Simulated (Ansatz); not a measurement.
# Ru: equation of state

How stiff is Ru, and at what volume does the pressure vanish? The cell is scaled evenly, atoms carried along, and solved with LAPW, PAW and all-electron datasets made for the crystal.

This is Ru in the fcc structure; at room conditions it is hcp.

Program: Ansatz 0.2.0. Level of theory: DFT PBE, scalar-relativistic. These are calculated values, not measurements.

### 1 The structure to begin with

Symmetry: Fm-3m, No. 225, cubic system. The conventional cell has a = 3.830 Å, b = 3.830 Å, c = 3.830 Å, α = 90.00°, β = 90.00°, γ = 90.00°. Ru (site symmetry m-3m) is surrounded by 12 Ru at 2.71 Å.

Coordinates:

```xyz
1
Lattice="0.0000 1.9150 1.9150 1.9150 0.0000 1.9150 1.9150 1.9150 0.0000" Properties=species:S:1:pos:R:3 pbc="T T T"
Ru    0.0000    0.0000    0.0000
```

Structure: COD 1534914, as refined from experiment and not relaxed.

### 2 Volume × 0.9405, LAPW

input.yaml reads:

```yaml
crystal:
  lattice:
    - [0.0, 1.8762399469, 1.8762399469]
    - [1.8762399469, 0.0, 1.8762399469]
    - [1.8762399469, 1.8762399469, 0.0]
  atoms:
    - { symbol: Ru, position: [0.0, 0.0, 0.0] }
kpoints:
  mp_grid: { grid: [16, 16, 16] }
scf:
  occupations: { method: fermi_dirac, width: 0.05 }
hamiltonian:
  xc: pbe
  pseudopotentials: { kind: all_electron, lapw: { basis_error: 0.0005 } }
output:
  forces: true
  stress: true
  eigenvalues: true
```

### 3 Volume × 0.9405, PAW

input.yaml: that of step 2 with these lines changed.

```diff
@@ -13,3 +13,3 @@
   xc: pbe
-  pseudopotentials: { kind: all_electron, lapw: { basis_error: 0.0005 } }
+  pseudopotentials: { kind: paw }
 output:
@@ -18 +18,2 @@
   eigenvalues: true
+  efg: { contact_densities: true }
```

### 4 Volume × 0.9405, crystal datasets

input.yaml: that of step 3 with these lines changed.

```diff
@@ -13,3 +13,3 @@
   xc: pbe
-  pseudopotentials: { kind: paw }
+  pseudopotentials: { kind: all_electron, datasets: crystal }
 output:
```

### 5 Volume × 0.97, LAPW

input.yaml reads:

```yaml
crystal:
  lattice:
    - [0.0, 1.8956552431, 1.8956552431]
    - [1.8956552431, 0.0, 1.8956552431]
    - [1.8956552431, 1.8956552431, 0.0]
  atoms:
    - { symbol: Ru, position: [0.0, 0.0, 0.0] }
kpoints:
  mp_grid: { grid: [16, 16, 16] }
scf:
  occupations: { method: fermi_dirac, width: 0.05 }
hamiltonian:
  xc: pbe
  pseudopotentials: { kind: all_electron, lapw: { basis_error: 0.0005 } }
output:
  forces: true
  stress: true
  eigenvalues: true
```

### 6 Volume × 0.97, PAW

input.yaml: that of step 5 with these lines changed.

```diff
@@ -13,3 +13,3 @@
   xc: pbe
-  pseudopotentials: { kind: all_electron, lapw: { basis_error: 0.0005 } }
+  pseudopotentials: { kind: paw }
 output:
@@ -18 +18,2 @@
   eigenvalues: true
+  efg: { contact_densities: true }
```

### 7 Volume × 1.03, LAPW

input.yaml reads:

```yaml
crystal:
  lattice:
    - [0.0, 1.9339616292, 1.9339616292]
    - [1.9339616292, 0.0, 1.9339616292]
    - [1.9339616292, 1.9339616292, 0.0]
  atoms:
    - { symbol: Ru, position: [0.0, 0.0, 0.0] }
kpoints:
  mp_grid: { grid: [16, 16, 16] }
scf:
  occupations: { method: fermi_dirac, width: 0.05 }
hamiltonian:
  xc: pbe
  pseudopotentials: { kind: all_electron, lapw: { basis_error: 0.0005 } }
output:
  forces: true
  stress: true
  eigenvalues: true
```

### 8 Volume × 1.03, PAW

input.yaml: that of step 7 with these lines changed.

```diff
@@ -13,3 +13,3 @@
   xc: pbe
-  pseudopotentials: { kind: all_electron, lapw: { basis_error: 0.0005 } }
+  pseudopotentials: { kind: paw }
 output:
@@ -18 +18,2 @@
   eigenvalues: true
+  efg: { contact_densities: true }
```

### 9 Volume × 1.06, LAPW

input.yaml reads:

```yaml
crystal:
  lattice:
    - [0.0, 1.9525585549, 1.9525585549]
    - [1.9525585549, 0.0, 1.9525585549]
    - [1.9525585549, 1.9525585549, 0.0]
  atoms:
    - { symbol: Ru, position: [0.0, 0.0, 0.0] }
kpoints:
  mp_grid: { grid: [16, 16, 16] }
scf:
  occupations: { method: fermi_dirac, width: 0.05 }
hamiltonian:
  xc: pbe
  pseudopotentials: { kind: all_electron, lapw: { basis_error: 0.0005 } }
output:
  forces: true
  stress: true
  eigenvalues: true
```

### 10 Volume × 1.06, PAW

input.yaml: that of step 9 with these lines changed.

```diff
@@ -13,3 +13,3 @@
   xc: pbe
-  pseudopotentials: { kind: all_electron, lapw: { basis_error: 0.0005 } }
+  pseudopotentials: { kind: paw }
 output:
@@ -18 +18,2 @@
   eigenvalues: true
+  efg: { contact_densities: true }
```

### 11 Volume × 1.06, crystal datasets

input.yaml: that of step 10 with these lines changed.

```diff
@@ -13,3 +13,3 @@
   xc: pbe
-  pseudopotentials: { kind: paw }
+  pseudopotentials: { kind: all_electron, datasets: crystal }
 output:
```

(Steps that only read results are left out.)

**Question.** What will these runs give? Wanted: equilibrium volume; bulk modulus (for each run or level that gives them).

The runs gave:

```
                      quantity           value
     equilibrium volume (LAPW)  13.833 Å³/atom
           bulk modulus (LAPW)         306 GPa
its pressure derivative (LAPW)             4.9
      equilibrium volume (PAW)  13.835 Å³/atom
            bulk modulus (PAW)         306 GPa
 its pressure derivative (PAW)             4.9
```

A third-order Birch-Murnaghan fit to the LAPW pressures puts zero pressure at 13.83 Å³/atom, -1.5 % from the given cell, with a bulk modulus of 306 GPa. PAW's volume lies +0.02 % and its modulus less than 0.1 % from LAPW's. No thermal or zero-point expansion is included.
